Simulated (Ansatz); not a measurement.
Starting cell, CsPbI₃ (cubic perovskite):

```
CsPbI3
1.0
   12.78095     0.00000     0.00000
    6.39047     6.39047     0.00000
    0.00000     0.00000     6.39047
Cs Pb I
2 2 6
Direct
  0.00000   0.00000   0.00000
  0.50000   0.00000   0.00000
  0.00000   0.50000   0.50000
  0.50000   0.50000   0.50000
  0.75000   0.50000   0.50000
  0.25000   0.50000   0.50000
  0.00000   0.50000   0.00000
  0.50000   0.50000   0.00000
  0.25000   0.00000   0.50000
  0.75000   0.00000   0.50000
```

The atoms are displaced by Q × the pattern below (from a DFPT mode at M = (0.5, 0.5, 0.0), largest move 1; Q in Å), at fixed cell. (q is in reciprocal vectors of the primitive cell; the cell shown is doubled to hold the pattern.)

```
atom       x       y      z
----  ------  ------  -----
I5     0.000   1.000  0.000
I6     0.000  -1.000  0.000
I9     1.000   0.000  0.000
I10   -1.000   0.000  0.000
```

Atoms not listed stay in place.

These are PBE (plane waves to 420 eV, PAW, scalar-relativistic; Ansatz, a program for electronic structure) values and carry that method's errors. k mesh 5×5×5 (Γ-centred), Fermi-Dirac smearing 0.05 eV. Energies are smeared free energies. CsPbI3 was relaxed with its symmetry unable to fall. Spin-orbit coupling is left out, though I and Pb are heavy. This is a high-temperature form of CsPbI3. The zero of ΔE is the undisplaced structure.

```json
[
 {"Q (Å)": "-0.280", "ΔE (eV/cell)": "0.1227"},
 {"Q (Å)": "-0.187", "ΔE (eV/cell)": "0.0529"},
 {"Q (Å)": "-0.093", "ΔE (eV/cell)": "0.0130"},
 {"Q (Å)": "0.000", "ΔE (eV/cell)": "0.0000"},
 {"Q (Å)": "0.093", "ΔE (eV/cell)": "0.0130"},
 {"Q (Å)": "0.187", "ΔE (eV/cell)": "0.0529"},
 {"Q (Å)": "0.280", "ΔE (eV/cell)": "0.1227"}
]
```

Problem. Which DFPT wavenumber at M = (0.5, 0.5, 0.0) belongs to this mode?
(A) 20 cm⁻¹
(B) 40 cm⁻¹
(C) 98 cm⁻¹
(D) 64 cm⁻¹

Solution. B, 40 cm⁻¹. The curvature of the scan gives 40 cm⁻¹

(A displaced cell: forces are minus the slopes of the energy, force constants its curvatures, and phonons follow from these.)
